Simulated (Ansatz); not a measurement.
Be3H: before and after

Method: Ansatz 0.2.0, DFT PBE, scalar-relativistic, plane waves, PAW. All cells share a 420 eV cutoff and Γ-centred k meshes spaced at most 0.3 Å⁻¹ (0.19 for metals, 2π included).

The start was the Cu3Au (L1_2) type (Pm-3m, No. 221), relaxed within its symmetry. A cell of 8 atoms (2 times the primitive one) was then disturbed at random, relaxed without symmetry and relaxed once more on a fine mesh. For metals, differences of a few meV/atom aren't resolved.

Before:

Space group Pm-3m (No. 221). a = 3.086 Å, b = 3.086 Å, c = 3.086 Å, α = 90.00°, β = 90.00°, γ = 90.00°
```json
{"atom": "Be", "site": "3c", "symmetry": "4/mm.m", "x": "0.0000", "y": "0.5000", "z": "0.5000"}
{"atom": "H", "site": "1a", "symmetry": "m-3m", "x": "0.0000", "y": "0.0000", "z": "0.0000"}
```

After:

Space group Cm (No. 8). a = 4.714 Å, b = 5.837 Å, c = 4.444 Å, α = 90.00°, β = 96.61°, γ = 90.00°
```csv
atom,site,symmetry,x,y,z
Be,4b,1,0.3081,0.3058,0.3164
Be,4b,1,0.6674,0.7284,0.7814
Be,2a,m,0.4543,0.0000,0.0381
Be,2a,m,0.4727,0.0000,0.5354
H,2a,m,0.9915,0.0000,0.3051
H,2a,m,0.1306,0.0000,0.9259
```

Question: Is this a distortion of the same structure or a reconstruction, and what lowers the energy?

Answer: A reconstruction, from Pm-3m (No. 221) to Cm (No. 8). Each Be has on average 9.7 Be contacts in place of 8, longer on average (2.18 → 2.29 Å); Be–H bonds form, at 1.43 Å.

Question: What does it gain?

Answer: 445 meV/atom, with the volume going from 7.35 to 7.59 Å³/atom. Against the elements the energy goes from 0.70 to 0.25 eV/atom, so the compound stays hypothetical.

Cost: 4 runs of about 6.3 core-minutes in all, on Intel Xeon 6975P-C (Granite Rapids) (shared hosts).